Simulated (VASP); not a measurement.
All values below come from SCAN meta-GGA, VASP's PBE PAW potentials (set 64) (plane waves; VASP 6.6.1).

The input files of a VASP run:

### POSCAR
```
Li3N
1.0
  1.8060453918  -3.1281626470   0.0000000000
  1.8060453918   3.1281626470   0.0000000000
  0.0000000000   0.0000000000   3.8475747833
Li N
3 1
Cart
  1.8060453918   1.0427229678   0.0000000000
  1.8060453918  -1.0427229678   0.0000000000
  0.0000000000   0.0000000000   1.9237873916
  0.0000000000   0.0000000000   0.0000000000
```

KPOINTS:
```
Automatic mesh
0
Gamma
6 6 5
0 0 0
```

**INCAR**
```
SYSTEM = Li3N
PREC = Accurate; ENCUT = 520; LREAL = .False.
LASPH = .True.
EDIFF = 1E-6; NELM = 100; ALGO = Normal
LMIXTAU = .True.
ISMEAR = 0; SIGMA = 0.05
METAGGA = SCAN
IBRION = 2; NSW = 60; ISIF = 3
EDIFFG = -0.02
LWAVE = .False.; LCHARG = .False.
```

POTCAR, in this order: Li_sv N (PBE.64 set). Program: vasp_std.

The resulting files:

### OUTCAR
```
 ion  position               nearest neighbor table
   1  0.333  0.667  0.000-   2 2.09   2 2.09   4 2.09   4 2.09   4 2.09   2 2.09
   2  0.667  0.333  0.000-   1 2.09   1 2.09   4 2.09   4 2.09   4 2.09   1 2.09
   3  0.000  0.000  0.500-   4 1.92   4 1.92
   4  0.000  0.000  0.000-   3 1.92   3 1.92   1 2.09   2 2.09   2 2.09   1 2.09   2 2.09   1 2.09
  LATTYP: Found a hexagonal cell.
 ALAT       =     3.6120910154
 C/A-ratio  =     1.0651931989
 Subroutine PRICEL returns:
 Original cell was already a primitive cell.
 Subroutine GETGRP returns: Found 24 space group operations
The static configuration has the point symmetry D_6h.
The dynamic configuration has the point symmetry D_6h.
 Subroutine INISYM returns: Found 24 space group operations
 Subroutine IBZKPT returns following result:
 Found     21 irreducible k-points:

 Following reciprocal coordinates:
            Coordinates               Weight
  0.000000  0.000000  0.000000      1.000000
  0.166667 -0.000000  0.000000      6.000000
  0.333333 -0.000000  0.000000      6.000000
  0.500000 -0.000000  0.000000      3.000000
  0.166667  0.166667  0.000000      6.000000
  0.333333  0.166667  0.000000     12.000000
...
```

### OSZICAR
```
       N       E                     dE             d eps       ncg     rms          rms(c)
DAV:   1     0.510069011306E+02    0.51007E+02   -0.69866E+03   462   0.141E+03
DAV:   2    -0.157258106914E+02   -0.66733E+02   -0.62545E+02   602   0.264E+02
DAV:   3    -0.252454020048E+02   -0.95196E+01   -0.94759E+01   758   0.801E+01
DAV:   4    -0.257869477595E+02   -0.54155E+00   -0.54116E+00   703   0.194E+01
DAV:   5    -0.257980731870E+02   -0.11125E-01   -0.11125E-01   646   0.268E+00    0.918E+00
DAV:   6    -0.178413311566E+02    0.79567E+01   -0.21982E+01   538   0.237E+01    0.406E+00
DAV:   7    -0.180679881726E+02   -0.22666E+00   -0.22041E+00   554   0.115E+01    0.186E+00
DAV:   8    -0.193721595309E+02   -0.13042E+01   -0.20393E+00   541   0.945E+00    0.207E+00
DAV:   9    -0.184341754006E+02    0.93798E+00   -0.84414E-01   488   0.844E+00    0.374E-01
DAV:  10    -0.184583668715E+02   -0.24191E-01   -0.21622E-01   482   0.453E+00    0.413E-01
DAV:  11    -0.184687153793E+02   -0.10349E-01   -0.55900E-02   498   0.202E+00    0.178E-01
DAV:  12    -0.185066807942E+02   -0.37965E-01   -0.10547E-02   465   0.133E+00    0.119E-01
DAV:  13    -0.184743850997E+02    0.32296E-01   -0.45095E-02   462   0.305E+00    0.376E-02
DAV:  14    -0.184744664730E+02   -0.81373E-04   -0.42136E-03   519   0.684E-01    0.395E-02
DAV:  15    -0.184744733950E+02   -0.69220E-05   -0.22272E-04   722   0.142E-01    0.453E-02
DAV:  16    -0.184753989131E+02   -0.92552E-03   -0.25777E-04   474   0.238E-01    0.508E-02
DAV:  17    -0.184759021619E+02   -0.50325E-03   -0.11629E-03   468   0.406E-01    0.585E-02
DAV:  18    -0.184752828866E+02    0.61928E-03   -0.20305E-04   468   0.220E-01    0.739E-02
DAV:  19    -0.184756278560E+02   -0.34497E-03   -0.28586E-04   500   0.206E-01    0.878E-02
DAV:  20    -0.184755040603E+02    0.12380E-03   -0.39040E-05   492   0.866E-02    0.846E-02
DAV:  21    -0.184754956825E+02    0.83778E-05   -0.13337E-06   689   0.116E-02    0.846E-02
DAV:  22    -0.184754811973E+02    0.14485E-04   -0.40309E-06   474   0.290E-02    0.860E-02
DAV:  23    -0.184754248885E+02    0.56309E-04   -0.37308E-06   477   0.258E-02    0.863E-02
DAV:  24    -0.184754107535E+02    0.14135E-04   -0.12124E-06   483   0.182E-02    0.876E-02
DAV:  25    -0.184754433200E+02   -0.32566E-04   -0.22560E-06   474   0.208E-02    0.844E-02
DAV:  26    -0.184755412055E+02   -0.97886E-04   -0.66895E-06   468   0.338E-02    0.759E-02
DAV:  27    -0.184756749323E+02   -0.13373E-03   -0.14999E-05   468   0.541E-02    0.606E-02
DAV:  28    -0.184758426334E+02   -0.16770E-03   -0.41798E-05   508   0.768E-02    0.344E-02
DAV:  29    -0.184758837413E+02   -0.41108E-04   -0.18756E-05   518   0.461E-02    0.264E-02
DAV:  30    -0.184759096370E+02   -0.25896E-04   -0.68593E-06   471   0.365E-02    0.231E-02
DAV:  31    -0.184759403777E+02   -0.30741E-04   -0.11160E-05   468   0.466E-02    0.179E-02
DAV:  32    -0.184759864610E+02   -0.46083E-04   -0.18701E-05   712   0.297E-02    0.129E-02
DAV:  33    -0.184759936988E+02   -0.72378E-05   -0.16684E-06   486   0.156E-02    0.127E-02
DAV:  34    -0.184759971333E+02   -0.34345E-05   -0.92310E-07   468   0.115E-02    0.122E-02
DAV:  35    -0.184759955443E+02    0.15890E-05   -0.32135E-07   297   0.741E-03    0.115E-02
DAV:  36    -0.184759960274E+02   -0.48310E-06   -0.19678E-07   249   0.436E-03
   1 F= -.18475996E+02 E0= -.18475996E+02  d E =-.184760E+02
       N       E                     dE             d eps       ncg     rms          rms(c)
DAV:   1    -0.184769152559E+02   -0.91971E-03   -0.11272E-02   480   0.102E+00    0.180E-01
DAV:   2    -0.184761405616E+02    0.77469E-03   -0.60953E-03   659   0.508E-01    0.990E-02
DAV:   3    -0.184760995605E+02    0.41001E-04   -0.40583E-04   462   0.272E-01    0.624E-02
DAV:   4    -0.184753672189E+02    0.73234E-03   -0.19610E-03   462   0.505E-01    0.457E-02
DAV:   5    -0.184760943508E+02   -0.72713E-03   -0.47305E-04   462   0.276E-01    0.268E-02
DAV:   6    -0.184761636626E+02   -0.69312E-04   -0.17960E-04   468   0.128E-01    0.818E-03
DAV:   7    -0.184761614797E+02    0.21829E-05   -0.73103E-06   585   0.253E-02    0.643E-03
DAV:   8    -0.184761602328E+02    0.12469E-05   -0.78900E-06   471   0.213E-02    0.342E-03
DAV:   9    -0.184761469009E+02    0.13332E-04   -0.56198E-06   468   0.347E-02    0.145E-03
DAV:  10    -0.184761491073E+02   -0.22064E-05   -0.16793E-06   468   0.205E-02    0.946E-04
DAV:  11    -0.184761483677E+02    0.73957E-06   -0.94928E-08   249   0.321E-03
   2 F= -.18476148E+02 E0= -.18476148E+02  d E =-.152340E-03
```

### OUTCAR
```
------------------------ aborting loop because EDIFF is reached ----------------------------------------
  FORCE on cell =-STRESS in cart. coord.  units (eV):
  Direction    XX          YY          ZZ          XY          YZ          ZX
  --------------------------------------------------------------------------------------
  Total       -0.0120254     -0.0120254      0.0159809      0.0000000     -0.0000000     -0.0000000
  in kB       -0.4448065     -0.4448066      0.5911164      0.0000000     -0.0000000     -0.0000000
  external PRESSURE =      -0.0994989 kB  Pullay stress =       0.0000000 kB
  volume of cell :       43.32
      direct lattice vectors                 reciprocal lattice vectors
     1.803487041 -3.123731453  0.000000000     0.277240695 -0.160064976 -0.000000000
     1.803487041  3.123731453 -0.000000000     0.277240695  0.160064976 -0.000000000
     0.000000000  0.000000000  3.844351726     0.000000000  0.000000000  0.260121880
 POSITION                                       TOTAL-FORCE (eV/Angst)
 -----------------------------------------------------------------------------------
      1.80349      1.04125     -0.00000         0.000000      0.000000      0.000000
      1.80349     -1.04125      0.00000        -0.000000     -0.000000     -0.000000
      0.00000      0.00000      1.92218        -0.000000     -0.000000      0.000000
      0.00000      0.00000     -0.00000        -0.000000     -0.000000      0.000000
 -----------------------------------------------------------------------------------
    total drift:                                0.000000     -0.000000      0.000000
  FREE ENERGIE OF THE ION-ELECTRON SYSTEM (eV)
  ---------------------------------------------------
  free  energy   TOTEN  =       -18.4761483677 eV

  energy  without entropy=      -18.4761483677  energy(sigma->0) =      -18.47614837

 reached required accuracy - stopping structural energy minimisation
```
(Selected blocks of OUTCAR.)

File CONTCAR:
```
Li3N
   1.00000000000000
     1.8034870414744670   -3.1237314531152975    0.0000000000000000
     1.8034870414744670    3.1237314531152975   -0.0000000000000000
     0.0000000000000000    0.0000000000000000    3.8443517256559616
  Li              N
     3     1
Direct
     0.3333330000000032    0.6666669999999968    0.0000000000000000
     0.6666669999999968    0.3333330000000032    0.0000000000000000
     0.0000000000000000    0.0000000000000000    0.5000000000000000
     0.0000000000000000    0.0000000000000000    0.0000000000000000
```

File OUTCAR:
```
 val. band max:        1.2650943218   @ k =   0.0000   0.0000   0.4000

 cond. band min:       2.8156596331   @ k =   0.0000   0.0000   0.0000


 Fermi energy:         1.5327956189

 k-point     1 :       0.0000    0.0000    0.0000
  band No.  band energies     occupation
      1     -44.7304      2.00000
      2     -44.3755      2.00000
      3     -44.2398      2.00000
      4     -11.0154      2.00000
      5      -0.3264      2.00000
      6       1.0715      2.00000
      7       1.0715      2.00000
      8       2.8157      0.00000
      9       9.4385      0.00000
     10       9.4390      0.00000
     11      10.4597      0.00000

 k-point     2 :       0.1667   -0.0000    0.0000
  band No.  band energies     occupation
      1     -44.7086      2.00000
      2     -44.3960      2.00000
      3     -44.2399      2.00000
      4     -10.9951      2.00000
      5      -0.1370      2.00000
      6       0.2906      2.00000
      7       0.7676      2.00000
      8       3.5962      0.00000
      9       9.3857      0.00000
     10      10.0819      0.00000
     11      10.2022      0.00000

 k-point     3 :       0.3333   -0.0000    0.0000
  band No.  band energies     occupation
      1     -44.6529      2.00000
      2     -44.4491      2.00000
      3     -44.2401      2.00000
      4     -10.9550      2.00000
      5      -0.6480      2.00000
      6       0.2567      2.00000
      7       0.2878      2.00000
      8       4.8940      0.00000
      9       8.2316      0.00000
     10       9.3128      0.00000
     11      11.3566      0.00000

 k-point     4 :       0.5000   -0.0000    0.0000
  band No.  band energies     occupation
      1     -44.6084      2.00000
      2     -44.4924      2.00000
      3     -44.2403      2.00000
      4     -10.9354      2.00000
      5      -1.0040      2.00000
      6       0.0356      2.00000
      7       0.5302      2.00000
      8       6.4302      0.00000
      9       6.5131      0.00000
...
```

The compound is Li3N in the alpha structure. This run relaxes it. Symmetry was kept, so distortions that lower it aren't found. The start is the result of an earlier pass.
